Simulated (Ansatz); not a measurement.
# The 2H-MoTe2 bilayer (2H stacking) between two gates, part 3 of 3

Wanted: Fermi level and gate voltage of the 2H-MoTe2 bilayer (2H stacking) as it is charged.

Ansatz 0.2.0; plane-wave DFT, PBE-D3(BJ), Ansatz PAW (set soft_1); PAW set soft_1 (the session's first sound run).

So far. Step 7 (Gated layer, added electrons 10×10¹³ per cm²): Against the uncharged case this takes +3.73 V.

### 8. Gated layer, added electrons -1×10¹³ per cm²

File input.yaml:

```yaml
crystal:
  lattice:
    - [3.5003932629, 0.0, 0.0]
    - [-1.7501966314, 3.0314294889, 0.0]
    - [0.0, 0.0, 51.2854294281]
  atoms:
    - { symbol: Te, position: [0.3333333333, 0.6666666667, 0.3977737971] }
    - { symbol: Mo, position: [0.0, 0.0, 0.4331889757] }
    - { symbol: Te, position: [0.3333333333, 0.6666666667, 0.4686395646] }
    - { symbol: Te, position: [0.0, 0.0, 0.5313604354] }
    - { symbol: Mo, position: [0.3333333333, 0.6666666667, 0.5668110243] }
    - { symbol: Te, position: [0.0, 0.0, 0.6022262029] }
  periodic: [true, true, false]
  symmetry: { detect: true }
total_charge: 0.010612
kpoints:
  mp_grid: { grid: [48, 48, 1] }
hamiltonian:
  xc: pbe
  dispersion: d3bj
  pseudopotentials: { kind: paw, azcp: { folder: soft_1 } }
scf:
  occupations: { method: fermi_dirac, width: 0.02585 }
  convergence: { dr2_threshold: 1.0e-10 }
output:
  forces: true
  eigenvalues: true
  write_potential: true
  write_density: true
  volumetric_format: npy
external_charges:
  - { charge: 0, barrier: 10, axis: 3, height: 34.385, sigma: 0.25 }
  - { charge: -0.005306, axis: 3, height: 35.885, sigma: 0.5 }
  - { charge: 0, barrier: 10, axis: 3, height: 16.9, sigma: 0.25 }
  - { charge: -0.005306, axis: 3, height: 15.4, sigma: 0.5 }
```

Run with:

```bash
$ ansatz run input.yaml --threads 4 --pin off --max-ram 16384MiB --backend cpu --events-out ev --progress --plain --runs-dir out
```

Numbers of over 12 decimals in the logs are rounded to 6 here.

The log of the run:

```text
[...]
Crystal: 6 atoms, lattice volume = 544.200 Å³
Basis set: ecut = 420 eV, 10605 PW (Γ), exchange–correlation on 48×48×720 points (8 copies of the dense FFT grid, shifted against one another)
Bands: 56, of which v1, the nominal top of the filled ones, is band 46 counted from 1 (45 counted from 0)
Symmetry: 6 space group operations
k-points: 217 of 2304 (time reversal used)
[...]
--- Band table (eV; the first three rows and the last of 217) ---
  k-point 0: bands = [... 42 lower, -5.9041, -5.9041, -5.8065, -4.9388, -1.9908, -1.9908, -1.8680, -1.8680, ... 6 higher]
  k-point 1: bands = [... 42 lower, -5.9125, -5.9092, -5.8000, -4.9399, -2.0217, -1.9907, -1.8984, -1.8616, ... 6 higher]
  k-point 2: bands = [... 42 lower, -5.9219, -5.8783, -5.7844, -4.9444, -2.1078, -1.9924, -1.9854, -1.8435, ... 6 higher]
  k-point 216: bands = [... 42 lower, -6.8798, -6.8798, -5.1983, -5.0376, -3.8980, -3.8980, -3.6146, -3.0220, ... 6 higher]
[key lines of the parts left out:]
SCF converged after 18 iterations
Free energy (F): -37836.613284 eV
Fermi energy:    -4.914486 eV
```

Wall time 6.1 min (4 threads of Arm Neoverse V1, shared host); peak memory 4 GiB.

Against the uncharged case this takes -0.73 V.

### 9. Gated layer, added electrons -3×10¹³ per cm²

input.yaml, as its differences from that of step 8:

```diff
@@ -14,3 +14,3 @@
   symmetry: { detect: true }
-total_charge: 0.010612
+total_charge: 0.031834
 kpoints:
@@ -32,4 +32,4 @@
   - { charge: 0, barrier: 10, axis: 3, height: 34.385, sigma: 0.25 }
-  - { charge: -0.005306, axis: 3, height: 35.885, sigma: 0.5 }
+  - { charge: -0.015917, axis: 3, height: 35.885, sigma: 0.5 }
   - { charge: 0, barrier: 10, axis: 3, height: 16.9, sigma: 0.25 }
-  - { charge: -0.005306, axis: 3, height: 15.4, sigma: 0.5 }
+  - { charge: -0.015917, axis: 3, height: 15.4, sigma: 0.5 }
```

The log of the run:

```text
[...]
Crystal: 6 atoms, lattice volume = 544.200 Å³
Basis set: ecut = 420 eV, 10605 PW (Γ), exchange–correlation on 48×48×720 points (8 copies of the dense FFT grid, shifted against one another)
Bands: 56, of which v1, the nominal top of the filled ones, is band 46 counted from 1 (45 counted from 0)
Symmetry: 6 space group operations
k-points: 217 of 2304 (time reversal used)
[...]
--- Band table (eV; the first three rows and the last of 217) ---
  k-point 0: bands = [... 42 lower, -6.5806, -6.5806, -6.4695, -5.6209, -2.6707, -2.6707, -2.5399, -2.5399, ... 6 higher]
  k-point 1: bands = [... 42 lower, -6.5877, -6.5857, -6.4630, -5.6220, -2.7016, -2.6709, -2.5701, -2.5332, ... 6 higher]
  k-point 2: bands = [... 42 lower, -6.5986, -6.5482, -6.4472, -5.6268, -2.7876, -2.6738, -2.6565, -2.5144, ... 6 higher]
  k-point 216: bands = [... 42 lower, -7.5493, -7.5493, -5.8734, -5.7110, -4.5746, -4.5746, -4.2857, -3.6909, ... 6 higher]
[key lines of the parts left out:]
SCF converged after 16 iterations
Free energy (F): -37836.502354 eV
Fermi energy:    -5.637717 eV
```

Wall time 6 min (4 threads); peak memory 4 GiB; 24 min of CPU time.

Against the uncharged case this takes -1.45 V.

### 10. Gated layer, added electrons -6×10¹³ per cm²

input.yaml, the sections that differ from step 9:

```yaml
total_charge: 0.063668
kpoints:
  mp_grid: { grid: [48, 48, 1] }
  band_path:
    path: [[0, 0, 0], [0.5, 0, 0], [0.33333333, 0.33333333, 0], [0, 0, 0]]
    npoints: 16
output:
  forces: true
  eigenvalues: true
  dos: { projected: true, e_range: [-3, 3], de: 0.01 }
  write_potential: true
  write_density: true
  volumetric_format: npy
  elf: true
external_charges:
  - { charge: 0, barrier: 10, axis: 3, height: 34.385, sigma: 0.25 }
  - { charge: -0.031834, axis: 3, height: 35.885, sigma: 0.5 }
  - { charge: 0, barrier: 10, axis: 3, height: 16.9, sigma: 0.25 }
  - { charge: -0.031834, axis: 3, height: 15.4, sigma: 0.5 }
# crystal, hamiltonian, scf: as in step 9
```

The log of the run:

```text
[...]
Crystal: 6 atoms, lattice volume = 544.200 Å³
Basis set: ecut = 420 eV, 10605 PW (Γ), exchange–correlation on 48×48×720 points (8 copies of the dense FFT grid, shifted against one another)
Bands: 56, of which v1, the nominal top of the filled ones, is band 46 counted from 1 (45 counted from 0)
Symmetry: 6 space group operations
k-points: 217 of 2304 (time reversal used)
[...]
--- Band table (eV; the first three rows and the last of 217) ---
  k-point 0: bands = [... 42 lower, -7.6012, -7.6012, -7.4693, -6.6489, -3.6964, -3.6964, -3.5545, -3.5545, ... 6 higher]
  k-point 1: bands = [... 42 lower, -7.6064, -7.6041, -7.4628, -6.6501, -3.7273, -3.6971, -3.5845, -3.5476, ... 6 higher]
  k-point 2: bands = [... 42 lower, -7.6194, -7.5580, -7.4467, -6.6551, -3.8130, -3.7013, -3.6702, -3.5279, ... 6 higher]
  k-point 216: bands = [... 42 lower, -8.5583, -8.5583, -6.8928, -6.7278, -5.5955, -5.5955, -5.2981, -4.7001, ... 6 higher]
[key lines of the parts left out:]
SCF converged after 15 iterations
Free energy (F): -37836.309530 eV
Fermi energy:    -6.705125 eV
```

The job ended after 6.5 min (4 threads; peak memory 4 GiB).

The density of states has structure finer than the step of the table below, so its rows give means over 0.1 eV, whole bins alone (the curve runs from -3 to 1.99 eV). Peaks (eV: height): -1.87: 10.2, -1.33: 10.2, -0.74: 11.0, 1.41: 10.5, 1.53: 10.5, 1.68: 16.1, 1.84: 10.4.

The density of states by energy, zero at the Fermi level; means over each step:

```csv
energy (eV),density of states (states/eV a cell)
-2.9,4.73
-2.8,5.57
-2.7,5.99
-2.6,5.66
-2.5,5.14
-2.4,5.72
-2.3,4.88
-2.2,3.90
-2.1,3.54
-2.0,3.38
-1.9,6.93
-1.8,6.64
-1.7,8.50
-1.6,8.06
-1.5,7.49
-1.4,6.93
-1.3,8.32
-1.2,6.20
-1.1,6.55
-1.0,6.66
-0.9,3.67
-0.8,5.01
-0.7,7.92
-0.6,4.78
-0.5,6.29
-0.4,7.75
-0.3,4.86
-0.2,4.23
-0.1,1.41
0.0,0.925
0.1,0.161
0.2,0
0.3,0
0.4,0
0.5,0
0.6,0
0.7,0
0.8,0
0.9,0.560
1.0,1.68
1.1,2.64
1.2,4.97
1.3,4.68
1.4,7.14
1.5,9.15
1.6,8.25
1.7,11.4
1.8,8.43
1.9,7.27
```

Against the uncharged case this takes -2.52 V.

### 11. Gated layer, added electrons -10×10¹³ per cm²

input.yaml, as its differences from that of step 10:

```diff
@@ -14,3 +14,3 @@
   symmetry: { detect: true }
-total_charge: 0.063668
+total_charge: 0.106112
 kpoints:
@@ -37,4 +37,4 @@
   - { charge: 0, barrier: 10, axis: 3, height: 34.385, sigma: 0.25 }
-  - { charge: -0.031834, axis: 3, height: 35.885, sigma: 0.5 }
+  - { charge: -0.053056, axis: 3, height: 35.885, sigma: 0.5 }
   - { charge: 0, barrier: 10, axis: 3, height: 16.9, sigma: 0.25 }
-  - { charge: -0.031834, axis: 3, height: 15.4, sigma: 0.5 }
+  - { charge: -0.053056, axis: 3, height: 15.4, sigma: 0.5 }
```

The log of the run:

```text
[...]
Crystal: 6 atoms, lattice volume = 544.200 Å³
Basis set: ecut = 420 eV, 10605 PW (Γ), exchange–correlation on 48×48×720 points (8 copies of the dense FFT grid, shifted against one another)
Bands: 56, of which v1, the nominal top of the filled ones, is band 46 counted from 1 (45 counted from 0)
Symmetry: 6 space group operations
k-points: 217 of 2304 (time reversal used)
[...]
--- Band table (eV; the first three rows and the last of 217) ---
  k-point 0: bands = [... 42 lower, -8.9710, -8.9710, -8.8106, -8.0259, -5.0721, -5.0721, -4.9178, -4.9178, ... 6 higher]
  k-point 1: bands = [... 42 lower, -8.9761, -8.9676, -8.8041, -8.0273, -5.1029, -5.0733, -4.9476, -4.9107, ... 6 higher]
  k-point 2: bands = [... 42 lower, -8.9892, -8.9117, -8.7877, -8.0327, -5.1885, -5.0788, -5.0328, -4.8902, ... 6 higher]
  k-point 216: bands = [... 42 lower, -9.9109, -9.9109, -8.2631, -8.0950, -6.9658, -6.9658, -6.6566, -6.0549, ... 6 higher]
[key lines of the parts left out:]
SCF converged after 16 iterations
Free energy (F): -37836.003556 eV
Fermi energy:    -8.120237 eV
```

Run time: 6.7 min. Hardware: 4 threads; peak memory 4 GiB; 27 min of CPU time.

The density of states has structure finer than the step of the table below, so its rows give means over 0.1 eV, whole bins alone (the curve runs from -3 to 1.99 eV). Peaks (eV: height): -1.81: 11.2, -1.60: 10.7, -0.62: 11.9, 1.53: 9.98, 1.68: 10.1, 1.74: 12.7, 1.78: 12.7.

Density of states against energy, zero at the Fermi level; means over each step:

```csv
energy (eV),density of states (states/eV a cell)
-2.9,4.53
-2.8,5.39
-2.7,5.97
-2.6,6.01
-2.5,5.52
-2.4,5.47
-2.3,5.47
-2.2,4.23
-2.1,3.69
-2.0,3.46
-1.9,4.22
-1.8,7.56
-1.7,6.88
-1.6,9.08
-1.5,7.67
-1.4,6.98
-1.3,8.32
-1.2,6.82
-1.1,6.86
-1.0,6.37
-0.9,5.58
-0.8,3.17
-0.7,6.71
-0.6,7.50
-0.5,5.44
-0.4,7.47
-0.3,5.98
-0.2,5.24
-0.1,1.84
0.0,1.17
0.1,0.408
0.2,0
0.3,0
0.4,0
0.5,0
0.6,0
0.7,0
0.8,0
0.9,0
1.0,1.41
1.1,1.85
1.2,3.97
1.3,5.10
1.4,4.68
1.5,8.12
1.6,8.83
1.7,9.50
1.8,9.80
1.9,8.06
```

Against the uncharged case this takes -3.93 V.

### 12. The series together

This step: plane-wave DFT, PBE-D3(BJ), Ansatz PAW (set soft_1); charging by gates; PAW set soft_1 (Ansatz 0.2.0).

The potential behind each gate is read from every run and counted from the uncharged case.

Voltage on the gate against the layer's Fermi level, from the uncharged case, mean of the two gates. Table of gate voltage by added electrons:

```csv
added electrons (10¹³ per cm²),gate voltage (V)
-10.00,-3.93
-6.00,-2.52
-3.00,-1.45
-1.00,-0.727
0.00,0
1.00,0.715
3.00,1.41
6.00,2.42
10.00,3.73
```

Charge step over voltage step between neighbouring densities. Table of total capacitance by added electrons:

```csv
added electrons (10¹³ per cm²),total capacitance (µF/cm²)
-8.00,4.53
-4.50,4.50
-2.00,4.43
-0.50,2.21
0.50,2.24
2.00,4.62
4.50,4.77
8.00,4.87
```

By hand: 10¹³ electrons per cm² are 0.001 e/Å², which by Gauss's law end a field of 0.181 V/Å. At 10×10¹³ holes per cm², shared by two gates, the field towards a gate is 0.905 V/Å, which over the 5 Å from the outer atoms would drop 4.52 V; the run needs 3.93 V.

### 13. A changed input

This step: plane-wave DFT, PBE-D3(BJ), Ansatz PAW (Ansatz 0.2.0).

An input spoilt on purpose, to show how the run answers: it repeats the earlier run at 1 × 10¹³ added electrons per cm² with crystal.lattice to [[6.61478451, 0.0, -0.0], [-3.30739225, 5.72857143, -0.0], [0.0, 0.0, 96.91541454]], and scf.max_iter set to 50.

The cell differs from the one that the last finished run ended in (a 3.500 → 6.615 Å, b 3.500 → 6.615 Å, c 51.285 → 96.915 Å).

File input.yaml:

```yaml
crystal:
  lattice:
    - [6.61478451, 0.0, 0.0]
    - [-3.30739225, 5.72857143, 0.0]
    - [0.0, 0.0, 96.91541454]
  atoms:
    - { symbol: Te, position: [0.3333333333, 0.6666666667, 0.3977737971] }
    - { symbol: Mo, position: [0.0, 0.0, 0.4331889757] }
    - { symbol: Te, position: [0.3333333333, 0.6666666667, 0.4686395646] }
    - { symbol: Te, position: [0.0, 0.0, 0.5313604354] }
    - { symbol: Mo, position: [0.3333333333, 0.6666666667, 0.5668110243] }
    - { symbol: Te, position: [0.0, 0.0, 0.6022262029] }
  periodic: [true, true, false]
  symmetry: { detect: true }
total_charge: -0.010612
kpoints:
  mp_grid: { grid: [48, 48, 1] }
hamiltonian:
  xc: pbe
  dispersion: d3bj
  pseudopotentials: { kind: paw, azcp: { folder: soft_1 } }
scf:
  occupations: { method: fermi_dirac, width: 0.02585 }
  convergence: { dr2_threshold: 1.0e-10 }
  max_iter: 50
output:
  forces: true
  eigenvalues: true
  write_potential: true
  write_density: true
  volumetric_format: npy
external_charges:
  - { charge: 0, barrier: 10, axis: 3, height: 34.385, sigma: 0.25 }
  - { charge: 0.005306, axis: 3, height: 35.885, sigma: 0.5 }
  - { charge: 0, barrier: 10, axis: 3, height: 16.9, sigma: 0.25 }
  - { charge: 0.005306, axis: 3, height: 15.4, sigma: 0.5 }
```

The log of the run:

```text
Error: external_charges (a charge that the atoms' files do not serve) (external_charges[1], a sheet, lies 2.67 Å from atom 0 (Te), within 1.40 Å plus six of its widths, and a PAW file's own terms there do not include the sheet; place the sheet farther away) — an external charge that reaches too far into the augmentation sphere of an atom on a fully relativistic file, on a PAW file that does not hold its frozen core,  [...]
```

The job ended after 0.05 s (4 threads; peak memory 0.066 GiB).

The input was rejected at the start.

The program's message: “Error: external_charges (a charge that the atoms' files do not serve) (external_charges[1], a sheet, lies 2.67 Å from atom 0 (Te), within 1.40 Å plus six of its widths, and a PAW file's own terms ther …”

The fault put into the input: a lattice typed in bohr.

### 14. A changed input: scf.occupations.width = 0.01

This step: plane-wave DFT, PBE-D3(BJ), Ansatz PAW (set soft_1) (Ansatz 0.2.0).

Another changed input: it repeats the earlier run at 1 × 10¹³ added electrons per cm² with scf.occupations.width from 0.02585 to 0.01.

input.yaml, as its differences from that of step 13:

```diff
@@ -2,5 +2,5 @@
   lattice:
-    - [6.61478451, 0.0, 0.0]
-    - [-3.30739225, 5.72857143, 0.0]
-    - [0.0, 0.0, 96.91541454]
+    - [3.5003932629, 0.0, 0.0]
+    - [-1.7501966314, 3.0314294889, 0.0]
+    - [0.0, 0.0, 51.2854294281]
   atoms:
@@ -22,5 +22,4 @@
 scf:
-  occupations: { method: fermi_dirac, width: 0.02585 }
+  occupations: { method: fermi_dirac, width: 0.01 }
   convergence: { dr2_threshold: 1.0e-10 }
-  max_iter: 50
 output:
```

The log of the run:

```text
[...]
Crystal: 6 atoms, lattice volume = 544.200 Å³
Basis set: ecut = 420 eV, 10605 PW (Γ), exchange–correlation on 48×48×720 points (8 copies of the dense FFT grid, shifted against one another)
Bands: 56, of which v1, the nominal top of the filled ones, is band 46 counted from 1 (45 counted from 0)
Symmetry: 6 space group operations
k-points: 217 of 2304 (time reversal used)
[...]
SCF iter   1: F=—  HF=-37837.937108 eV  |F-HF|=—  |Δ(HF+E_count)|=         —  Δρ=2.54e-2  dr2=4.73e0  ethr=3.10e-3  ⟨swp⟩=22.5  Hψ=94350  notcnv=0
[...]
SCF iter  14: F=-37836.701733 eV  HF=-37836.701733 eV  |F-HF|=4.22e-10  |Δ(HF+E_count)|=   1.24e-9  Δρ=7.52e-8  dr2=5.38e-11  ethr=1.00e-12  ⟨swp⟩=27.2  Hψ=116695  notcnv=0
SCF 1 converged in 14 iterations: F = -37836.701733 eV  dr2 = 5.38e-11
[...]
SCF converged after 14 iterations
Free energy (F): -37836.701733 eV
[...]
Internal energy: -37836.701484 eV  (E = F + TS)
E sigma→0 (E₀):  -37836.701609 eV
Entropy (-TS):   -0.000249 eV (-0.042 meV/atom)
Fermi energy:    -3.441852 eV
[...]
--- Forces (eV/Å), atoms and charges each counted from 1 ---
  atom   1  Te     0.00000000    -0.00000000     0.01726736
  atom   2  Mo     0.00000000     0.00000000    -0.00910862
  atom   3  Te     0.00000000    -0.00000000     0.00904810
  atom   4  Te     0.00000000     0.00000000    -0.00904700
  atom   5  Mo     0.00000000     0.00000000     0.00910746
  atom   6  Te     0.00000000     0.00000000    -0.01728595
  external charge   1     0.00000000     0.00000000     0.01611101
  external charge   2     0.00000000     0.00000000    -0.00023964
  external charge   3     0.00000000     0.00000000    -0.01609218
  external charge   4     0.00000000     0.00000000     0.00023964
  max |Σ_I F_I| component, the external charges' with the atoms': 1.82e-7 eV/Å
--- Band table (eV; the first three rows and the last of 217) ---
  k-point 0: bands = [... 42 lower, -5.2347, -5.2347, -5.1504, -4.2653, -1.3192, -1.3192, -1.2034, -1.2034, ... 6 higher]
  k-point 1: bands = [... 42 lower, -5.2432, -5.2400, -5.1438, -4.2663, -1.3502, -1.3187, -1.2341, -1.1972, ... 6 higher]
  k-point 2: bands = [... 42 lower, -5.2526, -5.2150, -5.1283, -4.2707, -1.4364, -1.3217, -1.3195, -1.1800, ... 6 higher]
  k-point 216: bands = [... 42 lower, -6.2174, -6.2174, -4.5293, -4.3702, -3.2284, -3.2284, -2.9506, -2.3600, ... 6 higher]
```

The job ended after 5.7 min (4 threads; peak memory 3.9 GiB; 22 min of CPU time).

This step gave:

```
energy at zero smearing                                                             : -37836.7016 eV
potential beyond the upper barrier and gate, less the barrier, from the Fermi level : 3.442 eV
```

```csv
quantity,this run,earlier run,difference
"potential beyond the upper barrier and gate, less the barrier, from the Fermi level (eV)",3.442,3.472,-0.031
```

It moves by -0.0306 eV.

### 15. Outcome

```yaml
gap_with_uncharged_gates: 0.830 eV
gate_voltage_at_10x1e13_holes_per_cm2: -3.93 V
gate_voltage_at_10x1e13_electrons_per_cm2: +3.73 V
total_capacitance_near_8x1e13_holes_per_cm2: 4.53 µF/cm²
```

Putting 10×10¹³ holes per cm² on the layer takes -3.93 V on the gates; how far the Fermi level moves against the bands is taken for single layers without spin and with an even electron count alone. Between the first holes and the first electrons the voltage runs over 1.44 V: the drop across the plates for that charge, plus the way of the Fermi level through the region of the 0.83 eV gap. The zero of the voltage lies where the smearing puts the uncharged Fermi level. Plates 5 Å apart on both sides would give 3.54 µF/cm² in vacuum; the computed total runs from 2.2 to 4.87 µF/cm². A value over that of the plates means that the screening charge has its centre outside the outer atoms; a low density of states works the other way. Few carriers sample few k-points, so the slopes at the lowest densities depend on the mesh and on the temperature. The gates are charged sheets behind model barriers, not atoms. Spin-orbit coupling is left out, which matters for the bands of elements this heavy.

[Logs are printed without paths, hosts, clocks, repeated set-up lines and the standing remarks that a program may print on its own settings, such as how far it seeks lower states.]

[Hosts, paths, dates, database ids (printed as entryN), source tags and the programs' standing remarks are cut or masked in the printed files.]

[Maps of the electrostatic potential energy from Ansatz leave out the sawtooth potential of an applied field or a dipole correction, so their vacuum need not be flat; planar profiles and work functions include it.]

[The density of states shown here was stored with 400 of the rows of the run's finer table, so its peaks can read low, often by over a quarter, or be missed, and its means over a window can be off by a tenth or more.]
